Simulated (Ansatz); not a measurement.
**WSe₂: one atom moved along a line**

Theory: DFT r2SCAN, scalar-relativistic, plane waves, PAW in Ansatz. Settings: plane waves to 500 eV, k-mesh 12×12×2 (Γ-centred), Gaussian smearing 0.05 eV. Spin–orbit coupling is left out, which matters for the heavy elements here. No spin polarisation. Energies are free energies at this smearing, counted from the undisturbed cell; pressure is positive in compression.

The undisturbed cell (as given, not relaxed at this level; it stands at -0.2 GPa; this form isn't the usual structure):

```yaml
crystal:
  lattice:
    - [3.31794, 0.00000, 0.00000]
    - [-1.65897, 2.87342, 0.00000]
    - [0.00000, 0.00000, 16.65814]
  atoms:
    - { symbol: W, position: [0.00000, 0.00000, 0.00000] }
    - { symbol: Se, position: [0.33333, 0.66667, 0.09979] }
    - { symbol: Se, position: [0.33333, 0.66667, 0.90021] }
```

The cell holds layers and no dispersion correction was added, so their binding is poorly described.

Atom 2 (Se) is moved by x along the Cartesian unit vector (0.000, -0.755, -0.655); the cell and all other atoms stay fixed.

| x (Å) | ΔE (meV/cell) | force along x on the moved atoms (eV/Å) | pressure (GPa) | gap on the mesh (eV) |
| --- | --- | --- | --- | --- |
| -0.3000 | 415.4 | 2.34 | -2.6 | 1.41 |
| -0.2250 | 252.8 | 1.97 | -2.2 | 1.53 |
| -0.1500 | 122.4 | 1.48 | -1.6 | 1.65 |
| -0.0750 | 34.1 | 0.85 | -0.9 | 1.68 |
| 0.0000 | 0.0 | 0.03 | -0.2 | 1.64 |
| 0.0750 | 35.1 | -1.01 | 0.8 | 1.58 |
| 0.1500 | 158.2 | -2.33 | 1.9 | 1.52 |
| 0.2250 | 392.9 | -4.00 | 3.2 | 1.31 |
| 0.2625 | 561.2 | -5.00 | 4.0 | 1.18 |
| 0.3000 | 769.2 | -6.12 | 4.9 | 1.04 |